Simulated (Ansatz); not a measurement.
# Ga2O3 (C2/m): the host for defect calculations

Before any defect goes in: Ga2O3 (C2/m) at rest, and how it screens a charge.

Calculated with Ansatz 0.2.0; plane-wave PAW DFT, PBEsol; relaxation of the host's cell and atoms; PAW set soft_1, in the first sound run; inputs show where later runs differ.

Report form: the programs' logs are mostly left out.

## (1) The starting structure

It takes space group C2/m (No. 12, monoclinic). Conventional cell: a = 12.280 Å, b = 3.048 Å, c = 5.817 Å, α = 90.00°, β = 103.76°, γ = 90.00°. Ga has 6 O at 1.94 to 2.08 Å nearest. Ga has 4 O at 1.84 to 1.87 Å nearest. Nearest to O lie 3 Ga at 1.84 to 1.94 Å. Nearest to O lie 4 Ga at 1.87 to 2.08 Å. O has 3 Ga at 1.84 to 1.95 Å nearest. Farther neighbours and most contacts between anions are not listed.

## (2) Host cell relaxation

Cell and atoms are relaxed together, until forces and stress fall under their thresholds.

cell/input.yaml reads:

```yaml
crystal:
  lattice:
    - [6.1402367, -1.5237837, 0.0]
    - [6.1402367, 1.5237837, 0.0]
    - [-1.3841309, 0.0, 5.6503489]
  atoms:
    - { symbol: Ga, position: [0.3411617, 0.3411617, 0.68526966] }
    - { symbol: Ga, position: [0.6588383, 0.6588383, 0.31473034] }
    - { symbol: Ga, position: [0.9095256, 0.9095256, 0.205214] }
    - { symbol: Ga, position: [0.0904744, 0.0904744, 0.794786] }
    - { symbol: O, position: [0.50353087, 0.50353087, 0.74333591] }
    - { symbol: O, position: [0.49646913, 0.49646913, 0.25666409] }
    - { symbol: O, position: [0.82662894, 0.82662894, 0.43676984] }
    - { symbol: O, position: [0.17337106, 0.17337106, 0.56323016] }
    - { symbol: O, position: [0.16450498, 0.16450498, 0.10915408] }
    - { symbol: O, position: [0.83549502, 0.83549502, 0.89084592] }
basis:
  ecutwfc: 420
  xc_grid: 2
hamiltonian:
  xc: pbesol
  pseudopotentials: { kind: paw, azcp: { folder: soft_1 }, xc_functional: pbe }
kpoints:
  mp_grid: { grid: [9, 9, 5] }
scf:
  occupations: { method: fixed }
  max_iter: 100
relax:
  f_tol: 0.005
  max_steps: 60
  cell: {}
output:
  forces: true
  stress: true
checkpoint:
  write: "../cell.run"
  compress: false
  write_wavefunctions: false
  write_every: 100000
```

Command:

```console
ansatz run input.yaml --threads 32 --pin off --max-ram 84787MiB --backend cuda --events-out ev --progress --plain --runs-dir out --max-vram 78GiB
```

The job ended after 4.7 s (1 × NVIDIA GB200 with 32 threads of Arm Neoverse V2, shared host; peak memory 1.1 GiB; 21 s of CPU time).

Relaxation path:

```csv
step,energy less that of the first step (eV),largest force component (eV/Å),pressure (GPa),volume (Å³)
1,0.0000,0.0694,-0.16,105.73
2,-0.0010,0.0257,-0.02,105.63
3,-0.0012,0.0117,0.01,105.60
4,-0.0012,0.0040,0.00,105.60
5*,-0.0008,0.0040,-0.01,105.60
```

Relaxation steps marked * repeat the geometry before them on a plane-wave basis chosen anew for their cell, so energy and pressure can jump there.

The run keeps the 4 symmetry operations that it works with, so distortions that break them were not tested.

```csv
cell as run,before,after,change
a (Å),6.326,6.325,-0.0 %
b (Å),6.326,6.325,-0.0 %
c (Å),5.817,5.810,-0.1 %
α (°),103.35,103.29,-0.1 %
β (°),103.35,103.29,-0.1 %
volume (Å³/atom),10.57,10.56,-0.1 %
```

This step gave:

```
pressure : -0.005870 GPa
```

The cell shrank by 0.1 % in volume. From the first step to the last the energy fell by 0.001 eV, across changes of basis, and the largest move was 0.009 Å (O10 and 1 other atom alike).

## (3) Dielectric tensors of the host

The response to a uniform electric field gives the electronic dielectric tensor.

This step: plane-wave PAW DFPT, PBEsol; dielectric tensors, Born charges and zone-centre modes of the host; PAW set soft_1 (Ansatz 0.2.0).

eps/input.yaml reads:

```yaml
crystal:
  lattice:
    - [6.1389790983, -1.5236491004, 0.0039344338]
    - [6.1389790983, 1.5236491004, 0.0039344338]
    - [-1.3802268796, 0.0, 5.6439576092]
  atoms:
    - { symbol: Ga, position: [0.3412764858, 0.3412764858, 0.6854403771] }
    - { symbol: Ga, position: [0.6587235142, 0.6587235142, 0.3145596229] }
    - { symbol: Ga, position: [0.9094922641, 0.9094922641, 0.2046026177] }
    - { symbol: Ga, position: [0.0905077359, 0.0905077359, 0.7953973823] }
    - { symbol: O, position: [0.5037884346, 0.5037884346, 0.7440849188] }
    - { symbol: O, position: [0.4962115654, 0.4962115654, 0.2559150812] }
    - { symbol: O, position: [0.8267873152, 0.8267873152, 0.4372393251] }
    - { symbol: O, position: [0.1732126848, 0.1732126848, 0.5627606749] }
    - { symbol: O, position: [0.1652740744, 0.1652740744, 0.1095265368] }
    - { symbol: O, position: [0.8347259256, 0.8347259256, 0.8904734632] }
basis:
  ecutwfc: 420
hamiltonian:
  xc: pbesol
  pseudopotentials: { kind: paw, azcp: { folder: soft_1 }, xc_functional: pbe }
kpoints:
  mp_grid: { grid: [8, 8, 4] }
scf:
  occupations: { method: fixed }
  max_iter: 100
phonons:
  method: dfpt
  dielectric: true
  rigid_motions: translations
```

Elapsed: 37 s, on 1 × NVIDIA GB200 with 32 threads; peak memory 5.5 GiB.

Electronic dielectric tensor:

```
4.10 0.00 0.00
0.00 4.20 0.00
0.00 0.00 4.21
```

Static dielectric tensor:

```
11.09  0.00 -0.77
 0.00 10.92  0.00
-0.77  0.00 13.61
```

The principal values of the electronic dielectric tensor are 4.10, 4.20 and 4.21. The principal values of the static dielectric tensor are 10.87, 10.92 and 13.83.

## (4) Defect free supercell relaxed in its symmetry

This cell, the one that will hold the defects, is built from the relaxed host. Its coarser k-points can move the atoms a little, so it is relaxed from the symmetric sites, as the reference for the test of stability.

This step: plane-wave PAW DFT, PBEsol; relaxation of the defect-free supercell in its symmetry; PAW set soft_1 (Ansatz 0.2.0).

System of this step: Ga2O3 (C2/m). The cell holds 200 atoms: 80 Ga and 120 O. Cell: a = 15.236 Å, b = 11.621 Å, c = 12.650 Å, α = 103.3°, β = 103.9°, γ = 90.0°.

pristine.symmetric/input.yaml reads:

```yaml
crystal:
  lattice:
    - [0.0, 15.2364910042, 0.0]
    - [-2.7604537593, 0.0, 11.2879152185]
    - [12.2779581966, -3.0472982008, 0.0078688676]
  atoms:
    - { symbol: Ga, position: [0.0682552972, 0.3427201886, 0.3412764858] }
    - { symbol: Ga, position: [0.1317447028, 0.1572798114, 0.1587235142] }
    - { symbol: Ga, position: [0.1818984528, 0.1023013088, 0.409492264] }
    - { symbol: Ga, position: [0.0181015472, 0.3976986912, 0.090507736] }
    - { symbol: O, position: [0.1007576869, 0.3720424594, 0.0037884346] }
    - { symbol: O, position: [0.0992423131, 0.1279575406, 0.4962115654] }
    - { symbol: O, position: [0.165357463, 0.2186196626, 0.3267873152] }
    - { symbol: O, position: [0.034642537, 0.2813803374, 0.1732126848] }
    - { symbol: O, position: [0.0330548149, 0.0547632684, 0.1652740744] }
    - { symbol: O, position: [0.1669451851, 0.4452367316, 0.3347259256] }
    - { symbol: Ga, position: [0.0682552972, 0.3427201886, 0.8412764858] }
    - { symbol: Ga, position: [0.1317447028, 0.1572798114, 0.6587235142] }
    - { symbol: Ga, position: [0.1818984528, 0.1023013088, 0.909492264] }
    - { symbol: Ga, position: [0.0181015472, 0.3976986912, 0.5905077359] }
    - { symbol: O, position: [0.1007576869, 0.3720424594, 0.5037884346] }
    - { symbol: O, position: [0.0992423131, 0.1279575406, 0.9962115654] }
    - { symbol: O, position: [0.165357463, 0.2186196626, 0.8267873152] }
    - { symbol: O, position: [0.034642537, 0.2813803374, 0.6732126848] }
    - { symbol: O, position: [0.0330548149, 0.0547632684, 0.6652740744] }
    - { symbol: O, position: [0.1669451851, 0.4452367316, 0.8347259256] }
    - { symbol: Ga, position: [0.0682552972, 0.8427201886, 0.3412764858] }
    - { symbol: Ga, position: [0.1317447028, 0.6572798114, 0.1587235142] }
    - { symbol: Ga, position: [0.1818984528, 0.6023013088, 0.409492264] }
    - { symbol: Ga, position: [0.0181015472, 0.8976986912, 0.090507736] }
    - { symbol: O, position: [0.1007576869, 0.8720424594, 0.0037884346] }
    - { symbol: O, position: [0.0992423131, 0.6279575406, 0.4962115654] }
    - { symbol: O, position: [0.165357463, 0.7186196626, 0.3267873152] }
    - { symbol: O, position: [0.034642537, 0.7813803374, 0.1732126848] }
    - { symbol: O, position: [0.0330548149, 0.5547632684, 0.1652740744] }
    - { symbol: O, position: [0.1669451851, 0.9452367316, 0.3347259256] }
[... 164 atom lines left out ...]
    - { symbol: O, position: [0.9007576869, 0.8720424594, 0.5037884346] }
    - { symbol: O, position: [0.8992423131, 0.6279575406, 0.9962115654] }
    - { symbol: O, position: [0.965357463, 0.7186196626, 0.8267873152] }
    - { symbol: O, position: [0.834642537, 0.7813803374, 0.6732126848] }
    - { symbol: O, position: [0.8330548149, 0.5547632684, 0.6652740744] }
    - { symbol: O, position: [0.9669451851, 0.9452367316, 0.8347259256] }
basis:
  ecutwfc: 420
  xc_grid: 2
hamiltonian:
  xc: pbesol
  pseudopotentials: { kind: paw, azcp: { folder: soft_1 }, xc_functional: pbe }
kpoints:
  mp_grid: { grid: [1, 1, 1] }
scf:
  occupations: { method: fermi_dirac, width: 0.01 }
  max_iter: 100
  lower_state_search: "off"
output:
  forces: true
relax:
  f_tol: 0.015
  max_steps: 60
  escape_saddle: false
checkpoint:
  write: "../pristine.symmetric.run"
  compress: false
  write_wavefunctions: false
  write_every: 100000
```

Run time: 3.5 s. Hardware: 1 × NVIDIA GB200 with 32 threads; peak memory 1.3 GiB.

Hardly anything moved in the relaxation; the energy changed by under 0.2 meV an atom.

## (5) Defect free supercell relaxed from displaced atoms

This step: plane-wave PAW DFT, PBEsol; relaxation of the defect-free supercell from random displacements, a test of the host's stability; PAW set soft_1 (Ansatz 0.2.0).

pristine.rattled/input.yaml, as its differences from pristine.symmetric/input.yaml of step 4:

```diff
@@ -59,6 +59,6 @@
   f_tol: 0.015
-  max_steps: 60
-  escape_saddle: false
+  max_steps: 120
+  random_displacement: { amplitude: 0.06, seed: 8347 }
 checkpoint:
-  write: "../pristine.symmetric.run"
+  write: "../pristine.rattled.run"
   compress: false
```

The job ended after 7.4 s (1 × NVIDIA GB200 with 32 threads; peak memory 1.3 GiB).

Step by step:

```csv
step,energy less that of the first step (eV),largest force component (eV/Å)
1,0.0000,2.6054
2,-4.2404,1.3121
3,-6.1992,0.0334
4,-6.1992,0.0333
5,-6.2023,0.0021
```

The relaxation ends 31 meV an atom lower than the displaced start, with a largest force component of 0.0021 eV/Å.

## (6) Host on a dense mesh

This step: plane-wave PAW DFT, PBEsol; single point of the defect-free host, a test of the k-point sampling; PAW set soft_1 (Ansatz 0.2.0).

System of this step: Ga2O3 (C2/m). The structure is monoclinic, space group C2/m (No. 12). The conventional cell has a = 12.278 Å, b = 3.047 Å, c = 5.810 Å, α = 90.00°, β = 103.71°, γ = 90.00°. Nearest to Ga lie 6 O at 1.94 to 2.08 Å. Ga has 4 O at 1.84 to 1.87 Å nearest. O has 3 Ga at 1.84 to 1.94 Å nearest. O has 4 Ga at 1.87 to 2.08 Å nearest. Nearest to O lie 3 Ga at 1.84 to 1.95 Å. Farther neighbours and most contacts between anions are not listed.

dense/input.yaml, as its differences from eps/input.yaml of step 3:

```diff
@@ -18,2 +18,3 @@
   ecutwfc: 420
+  xc_grid: 2
 hamiltonian:
@@ -22,9 +23,11 @@
 kpoints:
-  mp_grid: { grid: [8, 8, 4] }
+  mp_grid: { grid: [9, 9, 5] }
 scf:
-  occupations: { method: fixed }
+  occupations: { method: fermi_dirac, width: 0.01 }
   max_iter: 100
-phonons:
-  method: dfpt
-  dielectric: true
-  rigid_motions: translations
+  lower_state_search: "off"
+checkpoint:
+  write: "../dense.run"
+  compress: false
+  write_wavefunctions: false
+  write_every: 100000
```

It took 1.9 s on 1 × NVIDIA GB200 with 32 threads; peak memory 0.98 GiB; 4.9 s of CPU time.

## (7) Defect free supercell at the zone centre

The supercell is run at the zone centre, to see how far that sampling misses the dense mesh.

System of this step: Ga2O3 (C2/m). The cell holds 200 atoms: 80 Ga and 120 O. Cell: a = 15.236 Å, b = 11.621 Å, c = 12.650 Å, α = 103.3°, β = 103.9°, γ = 90.0°.

pristine.sampling_gamma/input.yaml, as its differences from pristine.rattled/input.yaml of step 5:

```diff
@@ -55,10 +55,4 @@
   lower_state_search: "off"
-output:
-  forces: true
-relax:
-  f_tol: 0.015
-  max_steps: 120
-  random_displacement: { amplitude: 0.06, seed: 8347 }
 checkpoint:
-  write: "../pristine.rattled.run"
+  write: "../pristine.sampling_gamma.run"
   compress: false
```

The job ended after 2.3 s (1 × NVIDIA GB200 with 32 threads; peak memory 1.3 GiB; 5.2 s of CPU time).

## (8) Outcome

| Item | Value |
| --- | --- |
| primitive cell vectors, lengths | 6.325, 6.325, 5.810 Å |
| electronic dielectric constant | principal values (4.10, 4.20, 4.21) |
| static dielectric constant | principal values (10.87, 10.92, 13.83) |
| gap on the k-mesh of the response run (PBEsol) | 2.23 eV |
| supercell relaxed in its symmetry less the displaced and relaxed one | 0.001 eV |
| energy an atom at the zone centre alone less that on the dense mesh | 0.004 eV |

What this shows: Step 5: The energy fell by 6.202 eV from the randomly displaced start; the atoms end within 0.005 Å of the sites as typed, once the mean shift is taken out. The displaced cell ends within 0.01 eV of the symmetric one relaxed in its symmetry, so no lower structure shows in this supercell. The k-mesh can miss the band edges, so this gap is an upper bound at this level. All at zero temperature.

[Logs are printed without paths, hosts, clocks, repeated set-up lines and the standing remarks that a program may print on its own settings, such as how far it seeks lower states.]

[Hosts, paths, dates, database ids (printed as entryN), source tags and the programs' standing remarks are cut or masked in the printed files.]

[Runs of the host that timed out are not shown.]

[For some hosts the program warned that the k-mesh of the response run may be too coarse for force constants and the static dielectric constant; such warnings are not always shown.]

[The program warned that the k-mesh of a response run behind this text may be too coarse: force constants, and the static dielectric constant and all else formed from them, are not shown converged.]
